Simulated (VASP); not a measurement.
**A VASP 6.6.1 single-point calculation on KI**

INCAR

```
GGA = PS
ENCUT = 520
SIGMA = 0.01
LREAL = .FALSE.
NBANDS = 15
LCHARG = .FALSE.
NSW = 0
PREC = Accurate
ISIF = 2
LWAVE = .FALSE.
EDIFF = 1E-7
ISMEAR = 0
LASPH = .FALSE.
NELM = 120
IBRION = -1
```

KPOINTS

```
KPOINTS created by Atomic Simulation Environment
0
Monkhorst-Pack
6 6 6
0 0 0
```

POSCAR

```
K  I
 1.0000000000000000
    -0.0000000000000000    3.5442849964056475    3.5442849964056475
     3.5442849964056475   -0.0000000000000000    3.5442849964056475
     3.5442849964056475    3.5442849964056475   -0.0000000000000000
 K   I
   1   1
Cartesian
 -0.0000000000000000 -0.0000000000000000 -0.0000000000000000
  3.5442849964056471  3.5442849964056471  3.5442849964056471
```

The recommended PBE PAW datasets give the neutral cell 16 valence electrons.

Command

```
mpirun -np 1 vasp_std
```

OSZICAR

```
N       E                     dE             d eps       ncg     rms          rms(c)
DAV:   1     0.906403500441E+02    0.90640E+02   -0.64548E+03   840   0.903E+02
DAV:   2    -0.797462912751E-01   -0.90720E+02   -0.83966E+02  1066   0.210E+02
DAV:   3    -0.561262017188E+01   -0.55329E+01   -0.55044E+01  1184   0.457E+01
DAV:   4    -0.589805371355E+01   -0.28543E+00   -0.28532E+00  1390   0.903E+00
DAV:   5    -0.590000862445E+01   -0.19549E-02   -0.19549E-02  1198   0.770E-01    0.287E+00
DAV:   6    -0.581578902569E+01    0.84220E-01   -0.88672E-02  1085   0.197E+00    0.205E+00
DAV:   7    -0.580852146988E+01    0.72676E-02   -0.10449E-01  1127   0.173E+00    0.850E-01
DAV:   8    -0.581297595688E+01   -0.44545E-02   -0.13194E-02   959   0.843E-01    0.250E-01
DAV:   9    -0.581275893723E+01    0.21702E-03   -0.64352E-04  1204   0.158E-01    0.845E-02
DAV:  10    -0.581304525707E+01   -0.28632E-03   -0.35188E-04   966   0.105E-01    0.496E-02
DAV:  11    -0.581304850061E+01   -0.32435E-05   -0.25453E-05  1291   0.252E-02    0.123E-02
DAV:  12    -0.581304953399E+01   -0.10334E-05   -0.17674E-06  1015   0.102E-02    0.977E-03
DAV:  13    -0.581305100369E+01   -0.14697E-05   -0.14301E-06  1001   0.774E-03    0.270E-03
DAV:  14    -0.581305113698E+01   -0.13329E-06   -0.11532E-07  1014   0.203E-03    0.107E-03
DAV:  15    -0.581305109003E+01    0.46947E-07   -0.19687E-08   847   0.977E-04
   1 F= -.58130511E+01 E0= -.58130511E+01  d E =-.362491E-72
```

From OUTCAR

```
k-points           NKPTS =     28   k-points in BZ     NKDIM =     28   number of bands    NBANDS=     15

   NELECT =      16.0000    total number of electrons

   dimension x,y,z NGX =    40 NGY =   40 NGZ =   40
   dimension x,y,z NGXF=    80 NGYF=   80 NGZF=   80

  energy-cutoff  :      520.00
  volume of cell :       89.05
      direct lattice vectors                 reciprocal lattice vectors
     0.000000000  3.544284996  3.544284996    -0.141072177  0.141072177  0.141072177
     3.544284996  0.000000000  3.544284996     0.141072177 -0.141072177  0.141072177
     3.544284996  3.544284996  0.000000000     0.141072177  0.141072177 -0.141072177

 k-points in reciprocal lattice and weights: KPOINTS created by Atomic Simulation Env
   0.08333333  0.08333333  0.08333333       0.009
   0.25000000  0.08333333  0.08333333       0.028
   0.41666667  0.08333333  0.08333333       0.028
  -0.41666667  0.08333333  0.08333333       0.028
  -0.25000000  0.08333333  0.08333333       0.028
  -0.08333333  0.08333333  0.08333333       0.028
   0.25000000  0.25000000  0.08333333       0.028
   0.41666667  0.25000000  0.08333333       0.056
   ...

 E-fermi :  -0.4572

 k-point     1 :       0.0833    0.0833    0.0833
  band No.  band energies     occupation
      1     -28.9012      2.00000
      2     -12.4642      2.00000
      3     -12.4525      2.00000
      4     -12.4525      2.00000
      5     -11.0606      2.00000
      6      -0.6829      2.00000
      7      -0.5828      2.00000
      8      -0.5828      2.00000
      9       3.4180      0.00000
     10       5.8267      0.00000
     11       5.9516      0.00000
     12       5.9516      0.00000
     13       6.6867      0.00000
     14       6.6867      0.00000
     15       9.2892      0.00000

 k-point     2 :       0.2500    0.0833    0.0833
  band No.  band energies     occupation
      1     -28.9006      2.00000
      2     -12.5112      2.00000
      3     -12.4568      2.00000
      4     -12.4519      2.00000
      5     -10.9744      2.00000
      6      -1.1410      2.00000
      7      -0.7016      2.00000
      8      -0.6939      2.00000
      9       4.1440      0.00000
     10       5.6670      0.00000
     11       6.2250      0.00000
     12       6.4959      0.00000
     13       7.0401      0.00000
     14       7.1748      0.00000
     15       9.9611      0.00000

 k-point     3 :       0.4167    0.0833    0.0833
  band No.  band energies     occupation
      1     -28.8996      2.00000
      2     -12.5763      2.00000
      3     -12.4584      2.00000
      4     -12.4536      2.00000
      5     -10.8506      2.00000
      6      -1.6819      2.00000
      7      -0.8744      2.00000
      8      -0.8476      2.00000
      9       4.8066      0.00000
     10       6.3505      0.00000
     11       6.9525      0.00000
     12       7.0317      0.00000
     13       7.8430      0.00000
     14       7.9931      0.00000
     15       8.9890      0.00000

 ...

  Total       -0.1985977     -0.1985977     -0.1985977     -0.0000000      0.0000000      0.0000000
  in kB       -3.5732960     -3.5732960     -3.5732960     -0.0000000      0.0000000      0.0000000
  external PRESSURE =      -3.5732960 kB  Pullay stress =       0.0000000 kB

 POSITION                                       TOTAL-FORCE (eV/Angst)
 -----------------------------------------------------------------------------------
      0.00000      0.00000      0.00000         0.000000      0.000000      0.000000
      3.54428      3.54428      3.54428         0.000000      0.000000      0.000000
 -----------------------------------------------------------------------------------
    total drift:                                0.000000     -0.000000     -0.000000

  FREE ENERGIE OF THE ION-ELECTRON SYSTEM (eV)
  ---------------------------------------------------
  free  energy   TOTEN  =        -5.8130510900 eV

  energy  without entropy=       -5.8130510900  energy(sigma->0) =       -5.81305109
```

It converged. Results: gap between bands v and c on the k mesh 4.00 eV; least direct gap on the k mesh 4.00 eV; pressure -0.4 GPa. Band v is the last that the valence electrons fill when counted band by band, and c is the next.

The shifted mesh misses Γ, so a band edge there is missed.

For comparison, a separate PBEsol run of the intended cell, on usual settings and not on those above, gives a gap of 3.79 eV on its mesh and a pressure of -0.4 GPa.

The run above took about 64 s on one core of a shared host (Intel Xeon Platinum 8488C) and held 0.25 GiB at most.
